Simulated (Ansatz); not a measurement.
# Dielectric response of ZnS (110) films, part 4 of 6

Wanted: ε of zincblende ZnS (110) by finite fields on slabs, and the band edges against the vacuum where run.

Ansatz 0.2.0; plane-wave DFT, PBEsol, Ansatz PAW.

So far, gap on the k-mesh (eV): step 2 (relaxing the film, 10 atoms, units 5) 2.39; step 15 (relaxing the film, 16 atoms, units 8) 2.28; step 16 (single point on the relaxed film, 16 atoms, units 8) 2.28; step 17 (atoms held, 16 atoms, units 8, field 0.05 V/Å) 2.26; step 18 (single point, 16 atoms, units 8, field -0.05 V/Å) 2.26.

## Step 19: Response with the atoms held, 16 atoms, units 8

This step: plane-wave DFT, PBEsol, Ansatz PAW; response to a field along the normal, atoms held (Ansatz 0.2.0).

Local field over the applied field, running mean. From the potentials at -0.05 and 0.05 V/Å; running mean over 1.913 Å, taken twice. Local field over applied field against z:

| z (Å) | local field over applied field |
| --- | --- |
| 4.5 | 0.999 |
| 5.0 | 0.997 |
| 5.5 | 0.991 |
| 6.0 | 0.974 |
| 6.5 | 0.934 |
| 7.0 | 0.857 |
| 7.5 | 0.737 |
| 8.0 | 0.585 |
| 8.5 | 0.426 |
| 9.0 | 0.293 |
| 9.5 | 0.204 |
| 10.0 | 0.163 |
| 10.5 | 0.154 |
| 11.0 | 0.159 |
| 11.5 | 0.164 |
| 12.0 | 0.165 |
| 12.5 | 0.164 |
| 13.0 | 0.163 |
| 13.5 | 0.163 |
| 14.0 | 0.164 |
| 14.5 | 0.165 |
| 15.0 | 0.166 |
| 15.5 | 0.166 |
| 16.0 | 0.166 |
| 16.5 | 0.166 |
| 17.0 | 0.165 |
| 17.5 | 0.164 |
| 18.0 | 0.163 |
| 18.5 | 0.163 |
| 19.0 | 0.165 |
| 19.5 | 0.166 |
| 20.0 | 0.163 |
| 20.5 | 0.157 |
| 21.0 | 0.154 |
| 21.5 | 0.168 |
| 22.0 | 0.220 |
| 22.5 | 0.319 |
| 23.0 | 0.460 |
| 23.5 | 0.620 |
| 24.0 | 0.767 |
| 24.5 | 0.877 |
| 25.0 | 0.946 |
| 25.5 | 0.979 |
| 26.0 | 0.993 |
| 26.5 | 0.998 |
| 27.0 | 0.999 |

The induced dipole is that of a conductor 12.96 Å thick.

## Step 20: Field on, atoms free, 16 atoms, units 8, field 0.05 V/Å

This step: plane-wave DFT, PBEsol, Ansatz PAW (Ansatz 0.2.0).

The same pair of relaxations in the field for this thickness.

File input.yaml:

```yaml
crystal:
  lattice:
    - [3.82544769, 0.0, 0.0]
    - [0.0, 5.41, 0.0]
    - [0.0, 0.0, 31.3890669018]
  atoms:
    - { symbol: Zn, position: [0.5, 0.5598108661, 0.3045863785] }
    - { symbol: S, position: [0.0, 0.7526722559, 0.2863939133] }
    - { symbol: Zn, position: [0.0, -0.0107812091, 0.3474652597] }
    - { symbol: S, position: [0.5, 0.2365432198, 0.3508527755] }
    - { symbol: Zn, position: [0.5, 0.4917937619, 0.4111293897] }
    - { symbol: S, position: [0.0, 0.7405326636, 0.4093621798] }
    - { symbol: Zn, position: [0.0, -0.0088722989, 0.4694071905] }
    - { symbol: S, position: [0.5, 0.2383007447, 0.4705329662] }
    - { symbol: Zn, position: [0.5, 0.4911277012, 0.5305928097] }
    - { symbol: S, position: [0.0, 0.7383007448, 0.5294670331] }
    - { symbol: Zn, position: [0.0, -0.0082062384, 0.5888706101] }
    - { symbol: S, position: [0.5, 0.2405326637, 0.5906378196] }
    - { symbol: Zn, position: [0.5, 0.4892187893, 0.6525347416] }
    - { symbol: S, position: [0.0, 0.736543217, 0.6491472237] }
    - { symbol: Zn, position: [0.0, 0.0598108646, 0.6954136217] }
    - { symbol: S, position: [0.5, 0.2526722538, 0.7136060872] }
kpoints:
  mp_grid: { grid: [8, 6, 1] }
hamiltonian:
  xc: pbesol
scf:
  occupations: { method: fixed }
  convergence: { dr2_threshold: 1.0e-10 }
efield:
  axis: 3
  dipole_correction: true
  ramp_position: 0.97
  ramp_width: 0.06
  amplitude: 0.05
relax:
  f_tol: 0.0006
  max_steps: 70
output:
  write_potential: true
  write_density: true
  volumetric_format: npy
```

Started as:

```sh
$ ansatz run input.yaml --threads 16 --pin off --max-ram 32768MiB --backend cpu --events-out ev --progress --plain --runs-dir out
```

Numbers of over 12 decimals in the logs are rounded to 6 here.

The log of the run:

```text
[...]
Crystal: 16 atoms, lattice volume = 649.618 Å³
Basis set: ecut = 420 eV, 12679 PW (Γ), exchange–correlation on 54×80×432 points (8 copies of the dense FFT grid, shifted against one another)
Bands: 88, of which v1, the nominal top of the filled ones, is band 72 counted from 1 (71 counted from 0)
Symmetry: 2 space group operations
k-points: 20 of 48 (time reversal used)
[...]
- { symbol: Zn, position: [0.500000, 0.491085, 0.530619] }
    - { symbol: S, position: [0, 0.738243, 0.529431] }
    - { symbol: Zn, position: [0, -0.00827837, 0.588889] }
    - { symbol: S, position: [0.500000, 0.240437, 0.590594] }
    - { symbol: Zn, position: [0.500000, 0.489141, 0.652558] }
    - { symbol: S, position: [0, 0.736444, 0.649106] }
    - { symbol: Zn, position: [0, 0.059639, 0.695444] }
    - { symbol: S, position: [0.500000, 0.252578, 0.713560] }
[key lines of the parts left out:]
SCF converged after 7 iterations
Free energy (F): -33338.144645 eV
Fermi energy:    -0.394147 eV
Dipole field:    D = 0.021892 V/Å  (p = 0.078592 e·Å, saw-weighted, corrected)
```

It took 28 s on 16 threads of Arm Neoverse V2, shared host; peak memory 4.3 GiB.

Hardly anything moved in the relaxation; the energy changed by under 0.2 meV an atom.

The relaxation took 3 steps and lowered the energy by 1.1e-4 eV; the largest force on the free atoms ends at 5.5e-4 eV/Å.

The dipole is 0.0786 e·Å, and the gap on the mesh 2.271 eV.

## Step 21: Relaxing in the field, 16 atoms, units 8, field -0.05 V/Å

The opposite sign, again from the field-free geometry; the difference of the two cancels what relaxes without a field.

Edit input.yaml of step 20 so:

```diff
@@ -34,3 +34,3 @@
   ramp_width: 0.06
-  amplitude: 0.05
+  amplitude: -0.05
 relax:
```

The log of the run:

```text
[...]
Crystal: 16 atoms, lattice volume = 649.618 Å³
Basis set: ecut = 420 eV, 12679 PW (Γ), exchange–correlation on 54×80×432 points (8 copies of the dense FFT grid, shifted against one another)
Bands: 88, of which v1, the nominal top of the filled ones, is band 72 counted from 1 (71 counted from 0)
Symmetry: 2 space group operations
k-points: 20 of 48 (time reversal used)
[...]
- { symbol: Zn, position: [0.500000, 0.491139, 0.530561] }
    - { symbol: S, position: [0, 0.738301, 0.529494] }
    - { symbol: Zn, position: [0, -0.00813793, 0.588830] }
    - { symbol: S, position: [0.500000, 0.240611, 0.590667] }
    - { symbol: Zn, position: [0.500000, 0.489372, 0.652512] }
    - { symbol: S, position: [0, 0.736625, 0.649161] }
    - { symbol: Zn, position: [0, 0.060017, 0.695349] }
    - { symbol: S, position: [0.500000, 0.252783, 0.713629] }
[key lines of the parts left out:]
SCF converged after 7 iterations
Free energy (F): -33338.144645 eV
Fermi energy:    -0.394147 eV
Dipole field:    D = -0.021892 V/Å  (p = -0.078592 e·Å, saw-weighted, corrected)
```

The job ended after 29 s (16 threads; peak memory 4.3 GiB; 7.4 min of CPU time).

No atom moved by 0.005 Å in the relaxation.

The relaxation took 3 steps and lowered the energy by 1.1e-4 eV; the largest force on the free atoms ends at 5.5e-4 eV/Å.

The dipole is -0.0786 e·Å, and the gap on the mesh 2.271 eV.

## Step 22: Response with the atoms relaxed, 16 atoms, units 8

This step: plane-wave DFT, PBEsol, Ansatz PAW; response to a field along the normal, atoms relaxed (Ansatz 0.2.0).

Local field over the applied field, running mean. From the potentials at -0.05 and 0.05 V/Å; running mean over 1.913 Å, taken twice. The local field over applied field by z:

z (Å), local field over applied field and a bar:
```
      4.5      0.999 ##############################
      5.0      0.997 ##############################
      5.5      0.991 ##############################
      6.0      0.971 #############################
      6.5      0.919 ############################
      7.0      0.845 #########################
      7.5      0.748 ######################
      8.0      0.607 ##################
      8.5      0.441 #############
      9.0      0.259 #######
      9.5      0.102 ##
     10.0      0.040 
     10.5      0.059 #
     11.0      0.105 ##
     11.5      0.150 ###
     12.0      0.150 ###
     12.5      0.130 ###
     13.0      0.113 ##
     13.5      0.101 ##
     14.0      0.100 ##
     14.5      0.103 ##
     15.0      0.111 ##
     15.5      0.118 ##
     16.0      0.117 ##
     16.5      0.109 ##
     17.0      0.102 ##
     17.5      0.100 ##
     18.0      0.103 ##
     18.5      0.117 ##
     19.0      0.135 ###
     19.5      0.154 ####
     20.0      0.142 ###
     20.5      0.094 ##
     21.0      0.051 
     21.5      0.043 
     22.0      0.131 ###
     22.5      0.300 ########
     23.0      0.478 ##############
     23.5      0.642 ###################
     24.0      0.773 #######################
     24.5      0.862 ##########################
     25.0      0.935 ############################
     25.5      0.977 #############################
     26.0      0.993 ##############################
     26.5      0.998 ##############################
     27.0      0.999 ##############################
```

The induced dipole is that of a conductor 13.74 Å thick.

## Step 23: Relaxation, 18 atoms, units 9

This step: plane-wave DFT, PBEsol, Ansatz PAW (Ansatz 0.2.0).

System of this step: ZnS (110), 9 units. The cell holds 18 atoms: 9 Zn and 9 S. Cell: a = 3.825 Å, b = 5.410 Å, c = 33.302 Å, α = 90.0°, β = 90.0°, γ = 90.0°. It derives from ZnS (zincblende ZnS). Vacuum lies along c.

The next thickness, treated alike, so that differences show the interior and the faces cancel.

File input.yaml:

```yaml
crystal:
  lattice:
    - [3.82544769, 0.0, 0.0]
    - [0.0, 5.41, 0.0]
    - [0.0, 0.0, 33.3017907449]
  atoms:
    - { symbol: Zn, position: [0.5, 0.5, 0.270255737] }
    - { symbol: S, position: [0.0, 0.75, 0.270255737] }
    - { symbol: Zn, position: [0.0, 0.0, 0.3276918027] }
    - { symbol: S, position: [0.5, 0.25, 0.3276918027] }
    - { symbol: Zn, position: [0.5, 0.5, 0.3851278685] }
    - { symbol: S, position: [0.0, 0.75, 0.3851278685] }
    - { symbol: Zn, position: [0.0, 0.0, 0.4425639342] }
    - { symbol: S, position: [0.5, 0.25, 0.4425639342] }
    - { symbol: Zn, position: [0.5, 0.5, 0.5] }
    - { symbol: S, position: [0.0, 0.75, 0.5] }
    - { symbol: Zn, position: [0.0, 0.0, 0.5574360658] }
    - { symbol: S, position: [0.5, 0.25, 0.5574360658] }
    - { symbol: Zn, position: [0.5, 0.5, 0.6148721315] }
    - { symbol: S, position: [0.0, 0.75, 0.6148721315] }
    - { symbol: Zn, position: [0.0, 0.0, 0.6723081973] }
    - { symbol: S, position: [0.5, 0.25, 0.6723081973] }
    - { symbol: Zn, position: [0.5, 0.5, 0.729744263] }
    - { symbol: S, position: [0.0, 0.75, 0.729744263] }
kpoints:
  mp_grid: { grid: [8, 6, 1] }
hamiltonian:
  xc: pbesol
scf:
  occupations: { method: fixed }
  convergence: { dr2_threshold: 1.0e-09 }
efield:
  axis: 3
  dipole_correction: true
  ramp_position: 0.97
  ramp_width: 0.06
relax:
  f_tol: 0.003
  max_steps: 100
output:
  write_potential: true
  write_density: true
  volumetric_format: npy
```

The log of the run:

```text
[...]
Crystal: 18 atoms, lattice volume = 689.203 Å³
Basis set: ecut = 420 eV, 13433 PW (Γ), exchange–correlation on 54×80×450 points (8 copies of the dense FFT grid, shifted against one another)
Bands: 99, of which v1, the nominal top of the filled ones, is band 81 counted from 1 (80 counted from 0)
Symmetry: 2 space group operations
[...]
- { symbol: Zn, position: [0.500000, 0.492938, 0.612123] }
    - { symbol: S, position: [-1.2877982476531061e-18, 0.741714, 0.613540] }
    - { symbol: Zn, position: [-3.7117257919122503e-19, -0.00976457, 0.671924] }
    - { symbol: S, position: [0.500000, 0.237589, 0.668884] }
    - { symbol: Zn, position: [0.500000, 0.560923, 0.712455] }
    - { symbol: S, position: [-2.1634380511806727e-19, 0.753947, 0.729520] }
[key lines of the parts left out:]
SCF converged after 7 iterations
Free energy (F): -37505.578561 eV
Fermi energy:    -0.053408 eV
Dipole field:    D = 0.000000 V/Å  (p = 0.000000 e·Å, saw-weighted, corrected)
Work function:   Φ+ = 6.1067 eV   Φ− = 6.1067 eV
```

Run time: 79 s. Hardware: 16 threads; peak memory 5.1 GiB; 21 min of CPU time.

Step by step:

| step | energy less that of the first step (eV) | largest force component (eV/Å) |
| --- | --- | --- |
| 1 | 0.0000 | 1.2740 |
| 2 | -0.6394 | 0.8468 |
| 3 | -0.9695 | 0.4102 |
| 4 | -1.0789 | 0.0917 |
| 5 | -1.0909 | 0.0291 |
| 6 | -1.0911 | 0.0239 |
| 7 | -1.0913 | 0.0021 |

Forces are held to the 2 operations that the run works with; a distortion that breaks them can't arise in this run.

The atoms that moved most (Å):

| atom | dx | dy | dz | length |
| --- | --- | --- | --- | --- |
| Zn17 | 0.000 | 0.330 | -0.576 | 0.663 |
| Zn1 | 0.000 | 0.330 | 0.576 | 0.663 |
| S4 | 0.000 | -0.067 | 0.114 | 0.132 |
| S16 | 0.000 | -0.067 | -0.114 | 0.132 |
| Zn5 | 0.000 | -0.038 | 0.092 | 0.099 |
| Zn13 | 0.000 | -0.038 | -0.092 | 0.099 |
| S8 | 0.000 | -0.059 | 0.041 | 0.072 |
| S12 | 0.000 | -0.059 | -0.041 | 0.072 |

The relaxed structure:

```cif
data_structure
_symmetry_space_group_name_H-M 'P 1'
_symmetry_Int_Tables_number 1
_cell_length_a 3.8254
_cell_length_b 5.4100
_cell_length_c 33.3018
_cell_angle_alpha 90.000
_cell_angle_beta 90.000
_cell_angle_gamma 90.000
_cell_volume 689.20
loop_
_atom_site_label
_atom_site_type_symbol
_atom_site_fract_x
_atom_site_fract_y
_atom_site_fract_z
_atom_site_occupancy
Zn1 Zn 0.50000 0.56092 0.28755 1
S2 S 0.00000 0.75395 0.27048 1
Zn3 Zn 0.00000 0.99024 0.32808 1
S4 S 0.50000 0.23759 0.33112 1
Zn5 Zn 0.50000 0.49294 0.38788 1
S6 S 0.00000 0.74171 0.38646 1
Zn7 Zn 0.00000 0.99176 0.44321 1
S8 S 0.50000 0.23904 0.44378 1
Zn9 Zn 0.50000 0.49348 0.50000 1
S10 S 0.00000 0.74024 0.50000 1
Zn11 Zn 0.00000 0.99176 0.55679 1
S12 S 0.50000 0.23904 0.55622 1
Zn13 Zn 0.50000 0.49294 0.61212 1
S14 S 0.00000 0.74171 0.61354 1
Zn15 Zn 0.00000 0.99024 0.67192 1
S16 S 0.50000 0.23759 0.66888 1
Zn17 Zn 0.50000 0.56092 0.71245 1
S18 S 0.00000 0.75395 0.72952 1
```

The relaxation took 7 steps and lowered the energy by 1.1 eV; the largest force on the free atoms ends at 0.0021 eV/Å.

The gap is 2.25 eV, with the valence edge 6.11 eV and the conduction edge 3.85 eV under the upper vacuum level.

## Step 24: The relaxed film, single point, 18 atoms, units 9

The next thickness, treated alike, so that differences show the interior and the faces cancel.

File input.yaml:

```yaml
crystal:
  lattice:
    - [3.82544769, 0.0, 0.0]
    - [0.0, 5.41, 0.0]
    - [0.0, 0.0, 33.3017907449]
  atoms:
    - { symbol: Zn, position: [0.5, 0.5609231401, 0.287545354] }
    - { symbol: S, position: [0.0, 0.753946962, 0.2704795822] }
    - { symbol: Zn, position: [0.0, -0.0097645693, 0.3280758458] }
    - { symbol: S, position: [0.5, 0.2375886941, 0.3311157977] }
    - { symbol: Zn, position: [0.5, 0.4929381968, 0.3878765259] }
    - { symbol: S, position: [0.0, 0.7417137727, 0.3864603226] }
    - { symbol: Zn, position: [0.0, -0.008244233, 0.4432143033] }
    - { symbol: S, position: [0.5, 0.2390377397, 0.4437824287] }
    - { symbol: Zn, position: [0.5, 0.4934796506, 0.5000000002] }
    - { symbol: S, position: [0.0, 0.7402409193, 0.5000000001] }
    - { symbol: Zn, position: [0.0, -0.0082442308, 0.5567856967] }
    - { symbol: S, position: [0.5, 0.239037741, 0.5562175717] }
    - { symbol: Zn, position: [0.5, 0.4929381996, 0.6121234739] }
    - { symbol: S, position: [0.0, 0.7417137747, 0.6135396773] }
    - { symbol: Zn, position: [0.0, -0.0097645657, 0.6719241539] }
    - { symbol: S, position: [0.5, 0.2375886988, 0.6688842026] }
    - { symbol: Zn, position: [0.5, 0.560923143, 0.7124546462] }
    - { symbol: S, position: [0.0, 0.7539469666, 0.7295204172] }
kpoints:
  mp_grid: { grid: [8, 6, 1] }
hamiltonian:
  xc: pbesol
scf:
  occupations: { method: fixed }
  convergence: { dr2_threshold: 1.0e-09 }
efield:
  axis: 3
  dipole_correction: true
  ramp_position: 0.97
  ramp_width: 0.06
output:
  eigenvalues: true
  write_potential: true
  write_density: true
  volumetric_format: npy
```

The log of the run:

```text
[...]
Crystal: 18 atoms, lattice volume = 689.203 Å³
Basis set: ecut = 420 eV, 13433 PW (Γ)
Bands: 99, of which v1, the nominal top of the filled ones, is band 81 counted from 1 (80 counted from 0)
Symmetry: 2 space group operations
k-points: 20 of 48 (time reversal used)
[...]
k-point 1: bands = [... 77 lower, -0.3008, -0.2607, -0.2437, -0.1666, 2.7147, 2.9401, 3.3181, 3.4061, ... 14 higher]
  k-point 2: bands = [... 77 lower, -0.6379, -0.6324, -0.4522, -0.4436, 3.3005, 3.3386, 3.4967, 3.5165, ... 14 higher]
  k-point 19: bands = [... 77 lower, -1.0661, -0.9853, -0.7896, -0.6819, 3.2800, 3.5674, 3.6486, 4.3486, ... 14 higher]
[key lines of the parts left out:]
SCF converged after 11 iterations
Free energy (F): -37505.579452 eV
Fermi energy:    -0.053392 eV
Dipole field:    D = 0.000000 V/Å  (p = 0.000000 e·Å, saw-weighted, corrected)
Work function:   Φ+ = 6.1067 eV   Φ− = 6.1067 eV
```

The job ended after 18 s (16 threads; peak memory 5.1 GiB; 4.7 min of CPU time).

The gap is 2.25 eV, with the valence edge 6.11 eV and the conduction edge 3.85 eV under the upper vacuum level.

## Step 25: Atoms held, 18 atoms, units 9, field 0.05 V/Å

Edit input.yaml of step 24 so:

```diff
@@ -30,3 +30,3 @@
   occupations: { method: fixed }
-  convergence: { dr2_threshold: 1.0e-09 }
+  convergence: { dr2_threshold: 1.0e-10 }
 efield:
@@ -36,4 +36,4 @@
   ramp_width: 0.06
+  amplitude: 0.05
 output:
-  eigenvalues: true
   write_potential: true
```

The log of the run:

```text
[...]
Crystal: 18 atoms, lattice volume = 689.203 Å³
Basis set: ecut = 420 eV, 13433 PW (Γ)
Bands: 99, of which v1, the nominal top of the filled ones, is band 81 counted from 1 (80 counted from 0)
Symmetry: 2 space group operations
k-points: 20 of 48 (time reversal used)
[...]
k-point 0: bands = [... 77 lower, -0.1691, -0.1152, -0.1109, -0.0331, 2.1973, 2.7248, 3.2551, 3.3949, ... 14 higher]
  k-point 1: bands = [... 77 lower, -0.3025, -0.2881, -0.2100, -0.1607, 2.7075, 2.9442, 3.3177, 3.4017, ... 14 higher]
  k-point 2: bands = [... 77 lower, -0.6465, -0.5816, -0.4903, -0.4038, 3.2884, 3.3374, 3.4858, 3.5296, ... 14 higher]
  k-point 19: bands = [... 77 lower, -1.0746, -0.9806, -0.7964, -0.6678, 3.2745, 3.5662, 3.6523, 4.3486, ... 14 higher]
[key lines of the parts left out:]
SCF converged after 15 iterations
Free energy (F): -37505.581528 eV
Fermi energy:    -0.033138 eV
Dipole field:    D = 0.021806 V/Å  (p = 0.083054 e·Å, saw-weighted, corrected)
```

Elapsed: 21 s, on 16 threads; peak memory 5.1 GiB.

The dipole is 0.0831 e·Å, and the gap on the mesh 2.230 eV.

## Step 26: Single point, 18 atoms, units 9, field -0.05 V/Å

Edit input.yaml of step 25 so:

```diff
@@ -36,3 +36,3 @@
   ramp_width: 0.06
-  amplitude: 0.05
+  amplitude: -0.05
 output:
```

The log of the run:

```text
[...]
Crystal: 18 atoms, lattice volume = 689.203 Å³
Basis set: ecut = 420 eV, 13433 PW (Γ)
Bands: 99, of which v1, the nominal top of the filled ones, is band 81 counted from 1 (80 counted from 0)
Symmetry: 2 space group operations
k-points: 20 of 48 (time reversal used)
[...]
k-point 0: bands = [... 77 lower, -0.1691, -0.1152, -0.1109, -0.0331, 2.1973, 2.7248, 3.2551, 3.3949, ... 14 higher]
  k-point 1: bands = [... 77 lower, -0.3025, -0.2881, -0.2100, -0.1607, 2.7075, 2.9442, 3.3177, 3.4017, ... 14 higher]
  k-point 2: bands = [... 77 lower, -0.6465, -0.5816, -0.4903, -0.4038, 3.2884, 3.3374, 3.4858, 3.5296, ... 14 higher]
  k-point 19: bands = [... 77 lower, -1.0746, -0.9806, -0.7964, -0.6678, 3.2745, 3.5662, 3.6523, 4.3486, ... 14 higher]
[key lines of the parts left out:]
SCF converged after 16 iterations
Free energy (F): -37505.581528 eV
Fermi energy:    -0.033137 eV
Dipole field:    D = -0.021806 V/Å  (p = -0.083054 e·Å, saw-weighted, corrected)
```

It took 22 s on 16 threads; peak memory 5.1 GiB.

The dipole is -0.0831 e·Å, and the gap on the mesh 2.230 eV.

## Step 27: Response with the atoms held, 18 atoms, units 9

This step: plane-wave DFT, PBEsol, Ansatz PAW; response to a field along the normal, atoms held (Ansatz 0.2.0).

Local field over the applied field, running mean. From the potentials at -0.05 and 0.05 V/Å; running mean over 1.913 Å, taken twice. The local field over applied field by z:

| z (Å) | local field over applied field |
| --- | --- |
| 5 | 0.997 |
| 6 | 0.975 |
| 7 | 0.860 |
| 8 | 0.590 |
| 9 | 0.297 |
| 10 | 0.163 |
| 11 | 0.158 |
| 12 | 0.166 |
| 13 | 0.163 |
| 14 | 0.164 |
| 15 | 0.166 |
| 16 | 0.166 |
| 17 | 0.165 |
| 18 | 0.166 |
| 19 | 0.165 |
| 20 | 0.163 |
| 21 | 0.165 |
| 22 | 0.162 |
| 23 | 0.155 |
| 24 | 0.236 |
| 25 | 0.493 |
| 26 | 0.793 |
| 27 | 0.955 |
| 28 | 0.994 |
| 29 | 0.999 |

The induced dipole is that of a conductor 14.52 Å thick.

(Continued in part 5 of 6.)

[Logs are printed without paths, hosts, clocks, repeated set-up lines and the standing remarks that a program may print on its own settings, such as how far it seeks lower states.]

[Hosts, paths, dates, database ids (printed as entryN), source tags and the programs' standing remarks are cut or masked in the printed files.]

[Maps of the electrostatic potential energy from Ansatz leave out the sawtooth potential of an applied field or a dipole correction, so their vacuum need not be flat; planar profiles and work functions include it.]
